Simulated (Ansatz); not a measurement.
Set up this calculation in Ansatz 0.2.0, as the native input.

```yaml
Task: relaxation of cell and atoms
Functional: PBE
Potentials_or_basis: Ansatz PAW
Cutoff: "420 eV (not typed: the program's choice for these potentials)"
k_mesh: 6 × 6 × 9
Occupations: fermi-dirac, width 0.05 eV
Spin: no spin polarisation
Hubbard_terms: Ta d U = 6 eV
Hubbard_projectors: ortho-atomic (the default)
Double_counting: fll (the default)
```

TaN:

```
Ta N
1.0
     5.18500    0.00000    0.00000
    -2.59250    4.49034    0.00000
     0.00000    0.00000    2.90800
Ta N
3 3
Direct
  0.00000 0.00000 0.00000
  0.33333 0.66667 0.50000
  0.66667 0.33333 0.50000
  0.50000 0.00000 0.00000
  0.50000 0.50000 0.00000
  0.00000 0.50000 0.00000
```

The input as run:

input.yaml

```yaml
crystal:
  lattice:
    - [5.1850002, 0.0, 0.0]
    - [-2.5925001, 4.49034189, 0.0]
    - [0.0, 0.0, 2.90800053]
  atoms:
    - { symbol: Ta, position: [0.0, 0.0, 0.0] }
    - { symbol: Ta, position: [0.3333333333, 0.6666666667, 0.5] }
    - { symbol: Ta, position: [0.6666666667, 0.3333333333, 0.5] }
    - { symbol: "N", position: [0.5, 0.0, 0.0] }
    - { symbol: "N", position: [0.5, 0.5, 0.0] }
    - { symbol: "N", position: [0.0, 0.5, 0.0] }
hamiltonian:
  xc: pbe
  pseudopotentials: { kind: paw }
  hubbard: { sites: [{ species: Ta, l: d, u_eff: 6.0 }] }
kpoints:
  mp_grid: { grid: [6, 6, 9] }
scf:
  occupations: { method: fermi_dirac, width: 0.05 }
output:
  forces: true
  stress: true
  eigenvalues: true
  write_density: true
  write_potential: true
  elf: true
  volumetric_format: npy
relax:
  f_tol: 0.01
  max_steps: 40
  cell: { stress_tol: 0.05 }
```

Potentials or basis: Ansatz PAW.

The run is started by

```console
$ ansatz run input.yaml --threads 2 --pin off --max-ram 5632MiB --backend cpu --events-out ev --progress --plain --runs-dir out
```

It gave:

```yaml
Relaxed_volume: 11.96 Å³/atom
Relaxed_cell: a = 5.318 Å, b = 5.318 Å, c = 2.928 Å, α = 90.00°, β = 90.00°, γ = 120.00°
Space_group_after_relaxing_to_0.05_Å: P6/mmm (No. 191)
Energy_gained_by_relaxing: 32.9 meV/atom
Ionic_steps: 7
Pressure_after_relaxing: 0.0 GPa
Band_gap_on_the_k_mesh: none (metal or under the smearing width)
```

Caveat: the plane-wave basis is chosen anew once the cell has moved, so the energies of steps on either side of that aren't comparable; the pressure holds a Pulay correction of +0.4 GPa for the finite cutoff; U without spin polarisation on a metal has little footing.

Run time: 21 s on 2 threads of Arm Neoverse V2, with other jobs on the host, peak memory 0.45 GiB.
